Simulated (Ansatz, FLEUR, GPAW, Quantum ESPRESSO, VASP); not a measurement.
HfC: equilibrium volume by level of theory

**What was measured.** The equilibrium volume of HfC (Fm-3m) is reported as 12.5 Å³/atom (a printed reference work). The runs below try to reproduce it.

```
CELL_PARAMETERS angstrom
0.00000 2.32500 2.32500
2.32500 0.00000 2.32500
2.32500 2.32500 0.00000
ATOMIC_POSITIONS crystal
Hf 0.50000 0.50000 0.50000
C 0.00000 0.00000 0.00000
```

```tsv
rung	level	program and potentials	cutoff (eV)	k mesh	smearing	task	equilibrium volume (Å³/atom)	miss	notes
LDA	LDA	Ansatz, all-electron LAPW, scalar-relativistic	-	10 × 10 × 10	fermi-dirac 0.05	relaxation of cell and atoms	11.96	-4.3 %	-
LDA	LDA	Quantum ESPRESSO, PseudoDojo 0.4.1 SR LDA standard	1116	10 × 10 × 10	fermi-dirac 0.05	equation of state	11.87	-5.0 %	-
GGA	AM05	FLEUR, all-electron, FLAPW	-	10 × 10 × 10	fermi-dirac 0.05	equation of state	12.18	-2.6 %	fit through 5 volumes
GGA	PBE	GPAW, GPAW PAW data sets (gpaw-data 1.2.1)	800	10 × 10 × 10	fermi-dirac 0.05	equation of state	12.65	+1.2 %	-
GGA	PBEsol	Quantum ESPRESSO, PseudoDojo 0.4.1 SR PBEsol standard	1116	10 × 10 × 10	fermi-dirac 0.05	equation of state	12.25	-2.0 %	-
GGA	PBEsol	VASP, PBE PAW files C, Hf_pv, 600 eV	600	10 × 10 × 10	fermi-dirac 0.05	relaxation of cell and atoms	12.20	-2.4 %	potentials made for PBE
GGA + dispersion	RPBE+D3(BJ)	VASP, PBE PAW files C, Hf_pv, 600 eV	600	10 × 10 × 10	fermi-dirac 0.05	relaxation of cell and atoms	11.24	-10.1 %	potentials made for PBE
GGA	revPBE	VASP, PBE PAW files C, Hf_pv, 600 eV	600	10 × 10 × 10	fermi-dirac 0.05	relaxation of cell and atoms	12.70	+1.6 %	potentials made for PBE
GGA + dispersion	revPBE+D3(BJ)	VASP, PBE PAW files C, Hf_pv, 600 eV	600	10 × 10 × 10	fermi-dirac 0.05	relaxation of cell and atoms	12.23	-2.2 %	potentials made for PBE
non-local van der Waals functional	PBEsol+rVV10	VASP, PBE PAW files C, Hf_pv, 600 eV	600	10 × 10 × 10	fermi-dirac 0.05	relaxation of cell and atoms	12.18	-2.6 %	potentials made for PBE
non-local van der Waals functional	vdW-DF-cx	VASP, PBE PAW files C, Hf_pv, 600 eV	600	10 × 10 × 10	fermi-dirac 0.05	relaxation of cell and atoms	12.32	-1.4 %	potentials made for PBE
hybrid	HSE03	VASP, PBE PAW files C, Hf_pv, 600 eV	600	5 × 5 × 5	fermi-dirac 0.05	relaxation of cell and atoms	12.39	-0.9 %	coarse mesh; potentials made for PBE
```

All rows: no spin polarisation. Smearing widths are in eV. For a metal such meshes aren't converged. Meshes differ between rows, which moves values too. Meshes are those of the run's cell of 2 atoms unless a note names another. Relaxations start from the cell shown or near it and stop with a little pressure left. The cell shown, of 12.57 Å³ an atom, is the runs' start and not the measured value. Misses use the values as printed. Runs on faulty files, with rough fits or with known faults for this quantity aren't shown. No row holds spin-orbit coupling.

By rung: LDA 11.87 to 11.96; GGA 12.18 to 12.70; GGA + dispersion 11.24 to 12.23; non-local van der Waals functional 12.18 to 12.32; hybrid on coarse meshes 12.39 (Å³/atom). Measured: 12.5 Å³/atom (a printed reference work). Closest, coarse meshes and atomic bases left aside, is PBE (+1.2 %). The runs are for a static lattice, while measurements hold temperature and zero-point motion.
